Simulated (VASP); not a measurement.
Crystal: Ge.

```
CELL_PARAMETERS angstrom
5.24058 0.00000 0.00000
0.00000 5.24058 0.00000
0.00000 0.00000 2.65536
ATOMIC_POSITIONS crystal
Ge 0.00000 0.00000 0.00000
Ge 0.00000 0.50000 0.00000
Ge 0.50000 0.00000 0.00000
```

The cell was built by a generator and needn't be a form met in nature.

```yaml
Program: VASP 6.6.1
Task: relaxation of cell and atoms
Functional: revPBE
Dispersion: D4
Potentials_or_basis: VASP PAW PBE potentials, release 64 (Ge_d)
Cutoff: 600 eV
k_mesh: 5 × 5 × 10
Occupations: fermi-dirac, width 0.05 eV
Spin: no spin polarisation
```

At the start: pressure 2.2 GPa; volume 24.31 Å³/atom.

Q: Where does the relaxation end?

A: Over 6 steps the energy falls by 14.3 meV/atom and the volume is 24.94 Å³/atom (+2.6 %); space group P4/mmm (No. 123, to 0.05 Å).

Step by step:
```csv
step,energy change (eV),largest force (eV/Å),pressure (GPa),volume (Å³)
1,0.0000,0.0000,2.18,72.93
2,-0.0292,0.0000,-2.35,76.46
3,-0.0388,0.0000,-0.70,75.47
4,-0.0388,0.0000,-0.42,75.35
5,-0.0388,0.0000,-0.56,75.41
6,-0.0428,0.0000,-0.09,74.81
```

Final structure:
```xyz
3
Lattice="5.2274 0.0000 0.0000 0.0000 5.2274 0.0000 0.0000 0.0000 2.7377" Properties=species:S:1:pos:R:3 pbc="T T T"
Ge    0.0000    0.0000    2.7377
Ge    0.0000    2.6137    2.7377
Ge    2.6137    5.2274    0.0000
```

Caveat: the PAW data sets were made with another functional, which shifts forces and pressure a little; pairwise dispersion overbinds metals, which lowers pressure and volume.
